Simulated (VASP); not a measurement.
Results of a VASP single-point calculation on GaAs (strained zincblende)

POSCAR

```
Ga As
 1.0000000000000000
     0.0000000000000000    2.8330850957000000    2.7905888192999999
     2.8330850957000000    0.0000000000000000    2.7905888192999999
     2.8330850957000000    2.8330850957000000    0.0000000000000000
 Ga  As
   1   1
Cartesian
  0.0000000000000000  0.0000000000000000  0.0000000000000000
  1.4165425478500000  1.4165425478500000  1.3952944096500000
```

```json
{"gap between bands v and c": "1.00 eV", "least direct gap": "1.00 eV"}
```

Band v is the last that the valence electrons fill when counted band by band, and c is the next. Levels in eV from the top of v:

```
point    v−1      v     c   c+1
    Γ  -0.09   0.00  1.00  3.95
    X  -2.94  -2.94  1.62  1.79
    K  -4.08  -2.39  2.25  5.05
    L  -1.32  -1.19  1.32  4.88
    W  -3.74  -3.53  4.94  4.96
```

**Question.** Which of these levels of theory gave these results?
A. PBE with spin–orbit coupling
B. PBE
C. LDA
D. PBEsol
E. r²SCAN
F. PBE0
G. HSE06

**Answer.** E.

The INCAR was:

```
ISMEAR = 0
ISIF = 2
EDIFF = 1E-7
LCHARG = .TRUE.
LWAVE = .FALSE.
NSW = 0
NELM = 120
PREC = Accurate
NBANDS = 16
ENCUT = 520
METAGGA = R2SCAN
SIGMA = 0.01
ALGO = Normal
IBRION = -1
LREAL = .FALSE.
LASPH = .TRUE.
LELF = .TRUE.
```
